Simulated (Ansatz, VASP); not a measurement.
**Bi in VASP and in Ansatz**

File INCAR:

```
PREC = Accurate ; ENCUT = 520
EDIFF = 1E-7 ; ISMEAR = -1
SIGMA = 0.05 ; LREAL = False
LASPH = True ; NELM = 80
ALGO = Normal ; ISIF = 2
LWAVE = False ; LCHARG = True
GGA = PE ; LELF = True
LVHAR = True ; NBANDS = 22
```

File KPOINTS:

```
Automatic mesh
0
Gamma
  6 6 9
```

File POSCAR:

```
Bi
1.0
    3.4885980000     -3.1325780000      0.0000000000
    3.4885980000      3.1325780000      0.0000000000
   -1.2602350000      0.0000000000      3.1135500000
Bi
2
Direct
    0.7502280000      0.7515860000      0.8490970000
    0.2471020000      0.2530770000      0.1447550000
```

The input input.yaml:

```yaml
crystal:
  lattice:
    - [3.488598, -3.132578, 0.0]
    - [3.488598, 3.132578, 0.0]
    - [-1.260235, 0.0, 3.11355]
  atoms:
    - { symbol: Bi, position: [0.750228, 0.751586, 0.849097] }
    - { symbol: Bi, position: [0.247102, 0.253077, 0.144755] }
hamiltonian:
  xc: pbe
  pseudopotentials: { kind: paw }
kpoints:
  mp_grid: { grid: [6, 6, 9] }
scf:
  occupations: { method: fermi_dirac, width: 0.05 }
output:
  forces: true
  stress: true
  eigenvalues: true
```

Change from the starting cell: atoms moved at random, drawn with an rms of 0.05 Å.

Alike in both runs: task single point; functional PBE; k mesh 6 × 6 × 9; occupations fermi-dirac, width 0.05 eV; no spin polarisation.

|  | VASP | Ansatz |
| --- | --- | --- |
| version | VASP 6.6.1 | Ansatz 0.2.0 |
| potentials or method | VASP PAW PBE potentials, release 64 (Bi_d) | Ansatz PAW |
| plane-wave cutoff (eV) | 520 | 420 |
| valence electrons in the cell | 30 | 30 |

Ansatz gave:

* gap on the k mesh at the Fermi level (eV): none
* pressure (GPa): -0.1
* largest component of the traceless stress (GPa): 0.75
* rms of the force components (eV/Å): 0.055

**Question.** Estimate VASP's values.

**Answer.** gap on the k mesh at the Fermi level (eV): none; pressure (GPa): -0.1; largest component of the traceless stress (GPa): 0.75; rms of the force components (eV/Å): 0.054.

Atom by atom the forces differ by 0.001 eV/Å (rms over components). A gap of «none» marks a metal or a gap that the smearing closes.

Caveats: spin-orbit coupling is left out, which moves the levels of the heavy elements.
